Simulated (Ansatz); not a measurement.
# PbS (WC-type structure)

Level of theory: DFT, r²SCAN, scalar-relativistic, no spin polarisation; plane waves to 500 eV with PAW datasets (Ansatz 0.2.0), Γ-centred 10×10×10 mesh, 0.05 eV Gaussian smearing; PAW files: Ansatz's generated set soft_2.

```
Pb S
1.0
     4.04819    0.00000    0.00000
    -2.02409    3.50583    0.00000
     0.00000    0.00000    3.78417
Pb S
1 1
Direct
  0.00000 0.00000 0.00000
  0.66667 0.33333 0.50000
```

The start was a prototype's sites filled with these elements. The Crystallography Open Database lists the compound in space groups C2/m, Fm-3m (rock salt), so this is a trial structure.

The cell has space group P-6m2 (read at 0.01 Å). In it the stress is -0.02, -0.02, -0.12, 0.00, 0.00, 0.00 GPa, so the shape isn't fully relaxed, and the largest force component 0.000 eV/Å. Each change below starts from this cell, without further relaxation. Stress is in GPa, positive in compression, in the order xx, yy, zz, yz, xz, xy; energies are counted from the cell above and are free energies with the smearing's entropy, which match forces and stress in a metal.

What happens when atom 2 (S) is moved by 0.08 Å along y?

The energy changes by 5.7 meV per cell, and the force on it along the shift is -0.142 eV/Å (−F/u = 1.78 eV/Å²). Stress: 0.10, 0.01, -0.01, 0.00, 0.00, 0.00.
```tsv
atom	Fx (eV/Å)	Fy	Fz
Pb1	0.000	0.142	0.000
S2	0.000	-0.142	0.000
```
In a harmonic crystal the energy would rise by −½F·u = ½ × 1.78 × 0.08² eV = 5.7 meV, which matches.

What stress follows from an engineering strain of 3 % in yz, atoms carried along?

0.04, 0.04, -0.05, -0.59, 0.00, 0.00 GPa; the energy changes by 3.0 meV per cell.
The change of the stress over the strain gives a clamped-atom stiffness of about 19.6 GPa for this component.
In a harmonic crystal the energy would rise by V(½Cε² − σ₀ε), with σ₀ the stress of the unstrained cell, = 3.0 meV, which matches.

All atoms and the cell are disturbed at random:
```
CELL_PARAMETERS angstrom
3.98931 0.01680 -0.05494
-1.98011 3.48973 0.04402
-0.05135 0.01787 3.77723
ATOMIC_POSITIONS crystal
Pb 0.01325 0.00684 0.99901
S 0.65342 0.32650 0.50099
```
Give the energy change, the stress and the forces.

14.5 meV per cell; stress 1.29, 1.12, 1.01, -0.07, 0.62, -0.02 GPa.
```
atom  Fx (eV/Å)      Fy      Fz
 Pb1     -0.145  -0.106  -0.027
  S2      0.145   0.106   0.027
```

These numbers lack spin–orbit coupling.
